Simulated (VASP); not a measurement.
Write an ASE script for VASP 6.6.1 that does the following.

```yaml
Task: band structure
Functional: PBE
Dispersion: D3(BJ)
Potentials_or_basis: VASP PAW PBE potentials, release 64 (Pb_d, O)
Cutoff: 520 eV
k_mesh: 9 × 9 × 9
Occupations: fermi-dirac, width 0.02 eV
Spin: no spin polarisation
Further_INCAR_settings: ALGO = Normal; EDIFF = 1.00e-06; ISYM = 0
```

The structure of PbO2 lies in POSCAR:

```
PbO2
1.0
    0.0000000000      2.7375486038      2.7375486038
    2.7375486038      0.0000000000      2.7375486038
    2.7375486038      2.7375486038      0.0000000000
Pb O
1 2
Direct
    0.0000000000      0.0000000000      0.0000000000
    0.7500000000      0.7500000000      0.7500000000
    0.2500000000      0.2500000000      0.2500000000
```

The cell comes from a database or a generator and needn't be the stable form of this composition.

The cell isn't the ideal one: volume scaled by 1.04.

One way to write it, as run:

run.py

```python
from ase.calculators.vasp import Vasp
from ase.dft.bandgap import bandgap
from ase.io import read

atoms = read('POSCAR')
calc = Vasp(
    directory='calc',
    xc='pbe',
    pp='PBE',
    setups='recommended',
    prec='Accurate',
    encut=520,
    ediff=1e-06,
    ismear=-1,
    sigma=0.02,
    lreal=False,
    lasph=True,
    nelm=100,
    algo='Normal',
    isif=2,
    lwave=False,
    lcharg=True,
    ivdw=12,
    kpts=[9, 9, 9],
    gamma=True,
)
atoms.calc = calc

print('energy (eV):', atoms.get_potential_energy())
print('free energy (eV):', atoms.get_potential_energy(force_consistent=True))
efermi = calc.get_fermi_level()
print('Fermi level (eV):', efermi)
path = atoms.cell.bandpath(npoints=40, eps=1e-4)
print('path:', path.path)
calc.set(kpts=path.kpts, reciprocal=True, icharg=11, isym=0, lcharg=False)
calc.calculate(atoms)
print('gap on the path (eV):', bandgap(calc, efermi=efermi)[0])
print('direct gap on the path (eV):', bandgap(calc, efermi=efermi, direct=True)[0])
```

Potentials or basis: VASP PAW PBE potentials, release 64 (Pb_d, O).

The run is started by

```console
$ python run.py
```

Results of the run:

The band gap along the path is none (metal or under the smearing width). The dispersion energy per atom is -0.219 eV.

Caveat: the log is that of the step along the path at fixed density, whose energy, stress, charges and moments have no meaning; spin-orbit coupling is left out, which moves the levels of the heavy elements.

Wall time 29 s on 1 thread of AMD EPYC 9R45 (Zen 5), on a shared host, peak memory 0.15 GiB.
